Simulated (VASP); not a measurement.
# Na in VASP: settings compared

Aim: see how the results for Na move with the level of theory and the settings. Levels: RPBE, RPBE+D3(BJ), optB86b-vdW. Tasks: single point.

Program: VASP 6.6.1. These are calculated values, not measurements. Logs are shortened: lines on timing, memory, paths and dates and some standing lists are left out, and cuts for length are marked.

## (1) The molecule as given

The cell holds a molecule in a box, 1 atom: a = 10.500 Å, b = 11.000 Å, c = 11.500 Å, α = 90.00°, β = 90.00°, γ = 90.00°.

## (2) Single point, RPBE, collinear spin, ferromagnetic start

The input, INCAR:

```
ALGO     = Normal         # electronic algorithm
EDIFF    = 1E-6           # SCF threshold, eV
ENCUT    = 400            # plane-wave cutoff, eV
GGA      = RP             # functional
ISIF     = 2              # what is computed and relaxed
ISMEAR   = 0              # smearing method
ISPIN    = 2              # spin polarisation
ISYM     = 0            
LASPH    = True           # aspherical terms in the spheres
LCHARG   = False          # write CHGCAR
LORBIT   = 11             # projections on sites
LREAL    = False          # projectors in reciprocal space
LWAVE    = False          # write WAVECAR
MAGMOM   = 0.5            # initial moments
NBANDS   = 14             # bands
NELM     = 100            # most SCF steps
NUPDOWN  = 1              # fixed moment
PREC     = Accurate       # precision mode
SIGMA    = 0.01           # smearing width, eV
```

The input, KPOINTS:

```
k-points
0
Gamma
  1 1 1
```

The input, POSCAR:

```
Na                                      
1.0
   10.5000000000      0.0000000000      0.0000000000
    0.0000000000     11.0000000000      0.0000000000
    0.0000000000      0.0000000000     11.5000000000
  Na            
     1
Selective dynamics
Direct
     0.5000000000000000    0.5045454544999970    0.5000000000000000   F   F   F
```

Potentials or basis: VASP PAW PBE potentials, release 64 (Na_pv).

The run is started by

```
$ cat potpaw_PBE.64/Na_pv/POTCAR > POTCAR
$ mpirun -np 1 vasp_gam > vasp.out
```

OUTCAR:

```text
EDIFF = 1E-6
   ENCUT = 400
   GGA = RP
   ISIF = 2
   ISMEAR = 0
   ISPIN = 2
   ISYM = 0
   LASPH = True
   LORBIT = 11
   LREAL = False
   NELM = 100
   NUPDOWN = 1
   PREC = Accurate

 ion  position               nearest neighbor table
   1  0.500  0.505  0.500-

IMPORTANT INFORMATION: All symmetrisations will be switched off!
NOSYMM: (Re-)initialisation of all symmetry stuff for point group C_1.

----------------------------------------------------------------------------------------

                                     Primitive cell

  volume of cell :    1328.2500

  direct lattice vectors                    reciprocal lattice vectors
    10.500000000  0.000000000  0.000000000     0.095238095  0.000000000  0.000000000
     0.000000000 11.000000000  0.000000000     0.000000000  0.090909091  0.000000000
     0.000000000  0.000000000 11.500000000     0.000000000  0.000000000  0.086956522

  length of vectors
    10.500000000 11.000000000 11.500000000     0.095238095  0.090909091  0.086956522

  position of ions in fractional coordinates (direct lattice)
     0.500000000  0.504545454  0.500000000

  ion indices of the primitive-cell ions
   primitive index   ion index
                 1           1

----------------------------------------------------------------------------------------

 KPOINTS: k-points

Automatic generation of k-mesh.
 Grid dimensions read from file:
 generate k-points for:    1    1    1

 Generating k-lattice:

  Cartesian coordinates                     Fractional coordinates (reciprocal lattice)
     0.095238095  0.000000000  0.000000000     1.000000000  0.000000000  0.000000000
     0.000000000  0.090909091  0.000000000     0.000000000  1.000000000  0.000000000
     0.000000000  0.000000000  0.086956522     0.000000000  0.000000000  1.000000000

  Length of vectors
     0.095238095  0.090909091  0.086956522

  Shift w.r.t. Gamma in fractional coordinates (k-lattice)
     0.000000000  0.000000000  0.000000000

 Subroutine IBZKPT returns following result:
 ===========================================

 Found      1 irreducible k-points:

 Following reciprocal coordinates:
            Coordinates               Weight
  0.000000  0.000000  0.000000      1.000000
   k-points           NKPTS =      1   k-points in BZ     NKDIM =      1   number of bands    NBANDS=     14
   number of dos      NEDOS =    301   number of ions     NIONS =      1
   total plane-waves  NPLWV = 403200
   dimension x,y,z NGX =    70 NGY =   72 NGZ =   80
   dimension x,y,z NGXF=   140 NGYF=  144 NGZF=  160
   ions per type =               1
   NGX,Y,Z   is equivalent  to a cutoff of  11.08, 10.88, 11.56 a.u.
   NGXF,Y,Z  is equivalent  to a cutoff of  22.17, 21.76, 23.13 a.u.
 SYSTEM =  unknown system
   PREC   = accura    normal or accurate (medium, high low for compatibility)
   ISTART =      0    job   : 0-new  1-cont  2-samecut
   ICHARG =      2    charge: 1-file 2-atom 10-const
   ISPIN  =      2    spin polarized calculation?
   LNONCOLLINEAR =      F non collinear calculations
   LSORBIT =      F    spin-orbit coupling
   LASPH  =      T    aspherical Exc in radial PAW
   ENCUT  =  400.0 eV  29.40 Ry    5.42 a.u.  17.12 17.94 18.75*2*pi/ulx,y,z
   NELM   =    100;   NELMIN=  2; NELMDL= -5     # of ELM steps
   EDIFF  = 0.1E-05   stopping-criterion for ELM
   LREAL  =      F    real-space projection
   EDIFFG = 0.1E-04   stopping-criterion for IOM
   NSW    =      0    number of steps for IOM
   IBRION =     -1    ionic relax: 0-MD 1-quasi-New 2-CG
   NFREE  =      0    steps in history (QN), initial steepest desc. (CG)
   ISIF   =      2    stress and relaxation
   ISYM   =      0    0-nonsym 1-usesym 2-fastsym
   POTIM  = 0.5000    time-step for ionic-motion
   TEBEG  =    0.0;   TEEND  =   0.0 temperature during run
   PSTRESS=    0.0 pullay stress
   NELECT =       7.0000    total number of electrons
   NUPDOWN=       1.0000    fix difference up-down
   EMIN   =  10.00;   EMAX   =-10.00  energy-range for DOS
   EFERMI =   0.00;   METHOD = LEGACY
   ISMEAR =     0;   SIGMA  =   0.01  broadening in eV -4-tet -1-fermi 0-gaus
   EFERMI_NEDOS =   21; number of points for ismear=-14 and -15
   IALGO  =     38    algorithm
   IMIX   =      4    mixing-type and parameters
     AMIX     =   0.40;   BMIX     =  1.00
     AMIX_MAG =   1.60;   BMIX_MAG =  1.00
  volume/ion in A,a.u.               =    1328.25      8963.47
  Fermi-wavevector in a.u.,A,eV,Ry     =   0.284892  0.538369  1.104299  0.081164
  Thomas-Fermi vector in A             =   1.138136
   LORBIT       =     11    0 simple, 1 ext, 2 COOP (PROOUT), +10 PAW based schemes
   GGA     = RP    functional components
   LHFCALC =     F    Hartree Fock is set to
   AEXX    =    0.0000 exact exchange contribution
   IVDW    =     0    specifies the selected vdW correction
   LEPSILON=     F    determine dielectric tensor
   LRPA    =     F    only Hartree local field effects (RPA)
 spin polarized calculation
 Gauss-broadening in eV      SIGMA  =   0.01
  energy-cutoff  :      400.00
  volume of cell :     1328.25
 maximum number of plane-waves:     12033
 NGX is ok and might be reduce to    70
   NGX = 35   NGY = 35   NGZ = 37

 number of electron       6.9999993 magnetization       1.0000000

 Free energy of the ion-electron system (eV)
  ---------------------------------------------------
  ext. energy  EPLUGINS =         0.00000000
  ---------------------------------------------------
  free energy    TOTEN  =        -0.18486652 eV

  energy without entropy =       -0.18486652  energy(sigma->0) =       -0.18486652

 E-fermi : -28.3043     XC(G=0):  -0.6848

 val. band max:       -2.9352584649   @ k =   0.0000   0.0000   0.0000
 cond. band min:      -1.5357961295   @ k =   0.0000   0.0000   0.0000
 fundamental gap:      1.3994623354
 Fermi energy:        -2.8105757203

 spin component 1

 k-point     1 :       0.0000    0.0000    0.0000
  band No.  band energies     occupation
      1     -28.4848      1.00000
      2     -28.4846      1.00000
      3     -28.4845      1.00000
      4      -2.9353      1.00000
      5      -0.8074      0.00000
      6      -0.7763      0.00000
      7      -0.7382      0.00000
      8      -0.4850      0.00000
      9       0.1667      0.00000
     10       0.2496      0.00000
     11       0.8953      0.00000
     12       0.9727      0.00000
     13       1.0137      0.00000
     14       1.0614      0.00000
 Fermi energy:       -28.3043470704

 spin component 2

 k-point     1 :       0.0000    0.0000    0.0000
  band No.  band energies     occupation
      1     -28.4078      1.00000
      2     -28.4076      1.00000
      3     -28.4075      1.00000
      4      -1.5358      0.00000
      5       0.3880      0.00000
      6       0.9210      0.00000
      7       1.0068      0.00000
      8       1.0597      0.00000
      9       1.3408      0.00000
     10       1.4653      0.00000
     11       1.8825      0.00000
     12       1.9363      0.00000
     13       2.0082      0.00000
     14       2.0102      0.00000

------------------------ aborting loop because EDIFF is reached ----------------------------------------

  FORCE on cell =-STRESS in cart. coord.  units (eV):
  Direction    XX          YY          ZZ          XY          YZ          ZX
  --------------------------------------------------------------------------------------
  -------------------------------------------------------------------------------------
  Total       -0.1129684     -0.0944986     -0.0829780      0.0000001     -0.0000000      0.0000001
  in kB       -0.1362661     -0.1139872     -0.1000907      0.0000002     -0.0000000      0.0000002
  external PRESSURE =      -0.1167813 kB  Pullay stress =       0.0000000 kB

 VOLUME and BASIS-vectors are now :
 -----------------------------------------------------------------------------
  energy-cutoff  :      400.00
  volume of cell :     1328.25
      direct lattice vectors                 reciprocal lattice vectors
    10.500000000  0.000000000  0.000000000     0.095238095  0.000000000  0.000000000
     0.000000000 11.000000000  0.000000000     0.000000000  0.090909091  0.000000000
     0.000000000  0.000000000 11.500000000     0.000000000  0.000000000  0.086956522

 POSITION                                       TOTAL-FORCE (eV/Angst)
 -----------------------------------------------------------------------------------
      5.25000      5.55000      5.75000         0.000000      0.003415      0.000004
 -----------------------------------------------------------------------------------
    total drift:                                0.000000      0.003415      0.000004

  FREE ENERGIE OF THE ION-ELECTRON SYSTEM (eV)
  ---------------------------------------------------
  free  energy   TOTEN  =        -0.1848665210 eV

  energy  without entropy=       -0.1848665210  energy(sigma->0) =       -0.18486652

 total charge

# of ion       s       p       d       tot
------------------------------------------
    1        0.107   5.938   0.000   6.046

 magnetization (x)

# of ion       s       p       d       tot
------------------------------------------
    1        0.107   0.002   0.000   0.109
```

It took 2.7 min on 1 thread of AMD EPYC 7R13 (Zen 3), shared host; peak memory 1 GiB.

What came out:

| Item | Value |
| --- | --- |
| Free energy | -0.1849 eV |
| Net moment | 1.00 μB per cell |
| Site moments | Na +0.11 μB |
| Valence electrons inside the program's atomic spheres | Na 6.05 |

Caveat: the PAW data sets were made with another functional, which shifts forces and pressure a little; the total moment is fixed, so each spin has its own Fermi level.

## (3) Single point, RPBE+D3(BJ), collinear spin, ferromagnetic start

INCAR: that of step 2 with these lines changed.

```diff
@@ -8,2 +8,3 @@
 ISYM     = 0            
+IVDW     = 12             # dispersion correction
 LASPH    = True           # aspherical terms in the spheres
```

KPOINTS is that of step 2.

POSCAR is that of step 2.

Potentials or basis: VASP PAW PBE potentials, release 64 (Na_pv).

The run is started by

```
$ cat potpaw_PBE.64/Na_pv/POTCAR > POTCAR
$ mpirun -np 1 vasp_gam > vasp.out
```

It took 3 min on 1 thread of AMD EPYC 7R13 (Zen 3), shared host; peak memory 1 GiB.

It converged, with:

```
Free energy                                           : -0.1876 eV
Net moment                                            : 1.00 μB per cell
Site moments                                          : Na +0.11 μB
Valence electrons inside the program's atomic spheres : Na 6.05
Dispersion energy per atom                            : -0.003 eV
```

Caveat: the PAW data sets were made with another functional, which shifts forces and pressure a little; the total moment is fixed, so each spin has its own Fermi level.

## (4) Single point, optB86b-vdW, collinear spin, ferromagnetic start

INCAR: that of step 3 with these lines changed.

```diff
@@ -1 +1,2 @@
+AGGAC    = 0.0          
 ALGO     = Normal         # electronic algorithm
@@ -3,3 +4,3 @@
 ENCUT    = 400            # plane-wave cutoff, eV
-GGA      = RP             # functional
+GGA      = MK             # functional
 ISIF     = 2              # what is computed and relaxed
@@ -8,3 +9,2 @@
 ISYM     = 0            
-IVDW     = 12             # dispersion correction
 LASPH    = True           # aspherical terms in the spheres
@@ -13,2 +13,3 @@
 LREAL    = False          # projectors in reciprocal space
+LUSE_VDW = True         
 LWAVE    = False          # write WAVECAR
@@ -18,2 +19,4 @@
 NUPDOWN  = 1              # fixed moment
+PARAM1   = 0.1234       
+PARAM2   = 1.0          
 PREC     = Accurate       # precision mode
```

KPOINTS is that of step 3.

POSCAR is that of step 3.

The run is started by

```
$ cat potpaw_PBE.64/Na_pv/POTCAR > POTCAR
$ mpirun -np 1 vasp_gam > vasp.out
```

It took 13 min on 1 thread of AMD EPYC 7R13 (Zen 3), shared host; peak memory 2.8 GiB.

It converged, with:

| Item | Value |
| --- | --- |
| Free energy | 1.9720 eV |
| Net moment | 1.00 μB per cell |
| Site moments | Na +0.11 μB |
| Valence electrons inside the program's atomic spheres | Na 6.05 |

Caveat: the PAW data sets were made with another functional, which shifts forces and pressure a little; the total moment is fixed, so each spin has its own Fermi level.

## (5) Overview

```csv
level,moment (μB)
RPBE,1.00
RPBE+D3(BJ),1.00
optB86b-vdW,1.00
```

Alike in all rows: task single point; potentials or basis VASP PAW PBE potentials, release 64 (Na_pv); spin collinear, ferromagnetic start; fixed moment (μB) 1; cell as given; k mesh 1 × 1 × 1; cutoff (eV) 400; smearing gaussian 0.01 eV.

Caveats: the PAW data sets were made with another functional, which shifts forces and pressure a little; the total moment is fixed, so each spin has its own Fermi level.

Absolute energies hang on the potentials; compare differences alone.
